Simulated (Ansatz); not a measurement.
Set up this calculation in Ansatz 0.2.0, as the native input.

```yaml
Task: relaxation of the atoms
Functional: PBE
Potentials_or_basis: Ansatz PAW
Cutoff: "420 eV (not typed: the program's choice for these potentials)"
k_mesh: 7 × 7 × 7
Occupations: fermi-dirac, width 0.05 eV
Spin: no spin polarisation
```

Crystal: NaCl.

```
Na Cl
1.0
     0.01563    3.12573    3.12573
     3.12573    0.01563    3.12573
     3.14136    3.14136    0.00000
Na Cl
1 1
Cartesian
  1.5707 1.5707 1.5629
  3.1414 3.1414 3.1257
```

The cell was built by a generator and needn't be a form met in nature.

The cell isn't the ideal one: strained by +1 %.

One way to write it, as run:

input.yaml

```yaml
crystal:
  lattice:
    - [0.01562865, 3.12573, 3.12573]
    - [3.12573, 0.01562865, 3.12573]
    - [3.14135865, 3.14135865, 0.0]
  atoms:
    - { symbol: Na, position: [0.25, 0.25, 0.25] }
    - { symbol: Cl, position: [0.5, 0.5, 0.5] }
hamiltonian:
  xc: pbe
  pseudopotentials: { kind: paw }
kpoints:
  mp_grid: { grid: [7, 7, 7] }
scf:
  occupations: { method: fermi_dirac, width: 0.05 }
output:
  forces: true
  stress: true
  eigenvalues: true
relax:
  f_tol: 0.01
  max_steps: 40
```

Potentials or basis: Ansatz PAW.

Command:

```console
$ ansatz run input.yaml --threads 2 --pin off --max-ram 5632MiB --backend cpu --events-out ev --progress --plain --runs-dir out
```

It gave:

```
Energy gained by relaxing : 0.1 meV/atom
Ionic steps               : 3
Pressure after relaxing   : 0.0 GPa
Band gap on the k mesh    : 4.84 eV, direct
```

Caveat: odd divisions of the mesh miss points on the zone boundary, where band edges often lie, so the gap on the mesh can be too wide; the thresholds are loose for stress.

It took 6.8 s on 2 threads of Arm Neoverse V1 (shared host), peak memory 0.36 GiB.
